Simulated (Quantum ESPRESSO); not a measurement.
Crystal: Ge.

```
Ge
1.0
     0.00000    2.82891    2.82891
     2.82891    0.00000    2.82891
     2.82891    2.82891    0.00000
Ge
2
Direct
  0.75000 0.75000 0.75000
  0.50000 0.50000 0.50000
```

Base run:

- Program: Quantum ESPRESSO 7.5
- Functional: PBEsol
- Potentials or basis: PseudoDojo 0.4.1 SR PBEsol standard
- Cutoff: 1061 eV
- Density cutoff: 4245 eV
- k mesh: 6 × 6 × 6
- Occupations: fermi-dirac, width 0.05 eV
- Spin: no spin polarisation

Its results: band gap on the k mesh none (metal or under the smearing width); pressure 0.7 GPa.

The run is repeated on the same cell with these changes: functional from PBEsol to PBE; potentials or basis from PseudoDojo 0.4.1 SR PBEsol standard to PseudoDojo 0.4.1 SR PBE standard. What comes out?

Band gap on the k mesh none (metal or under the smearing width); pressure 3.8 GPa.

Caveats: this crystal is a semiconductor, whose small gap the functional closes, so the metal is an error of the method.
